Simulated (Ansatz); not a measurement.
## NaI

```yaml
crystal:
  lattice:
    - [0.00000, 3.23640, 3.23640]
    - [3.23640, 0.00000, 3.23640]
    - [3.23640, 3.23640, 0.00000]
  atoms:
    - { symbol: Na, position: [0.00000, 0.00000, 0.00000] }
    - { symbol: I, position: [0.50000, 0.50000, 0.50000] }
```

Atoms are numbered in the order listed.

Conventional cell: a = 6.473 Å, b = 6.473 Å, c = 6.473 Å, α = 90.00°, β = 90.00°, γ = 90.00°. Na (atom 1) has 6 I at 3.24 Å as nearest neighbours. I (atom 2) has 6 Na at 3.24 Å as nearest neighbours.

The cell is COD entry 9008681, as deposited and not checked against the literature; nothing was relaxed.

No spin–orbit coupling, which matters for the heavy atoms here.

Levels of theory: DFT, LDA, all-electron LAPW, scalar-relativistic (Ansatz 0.2.0); DFT, LDA, PAW with Ansatz's default frozen-core files, scalar-relativistic (Ansatz 0.2.0).

For LAPW: a Γ-centred 8×8×8 k mesh, Fermi–Dirac smearing of 0.02 eV, basis error target 1 meV/atom, no spin polarisation. PAW takes a cutoff of 420 eV at this cell (files made with PBE, cores remade for this functional). The Ansatz runs share mesh, smearing and spin set-up. Values come from LAPW unless marked.

| Quantity | Value |
| --- | --- |
| Pressure at this cell | -1.64 GPa |
| Band gap | 3.33 eV, direct at Γ |
| Löwdin charges (with 0.05 e of the cell spilling out of the atomic basis, so their sizes and signs hang on that basis) | Na1 0.61, I2 -0.57 e |
| Bader charges (from the PAW run) | Na1 +0.84, I2 -0.84 e |
| Volume per atom | 228.8 bohr³ |
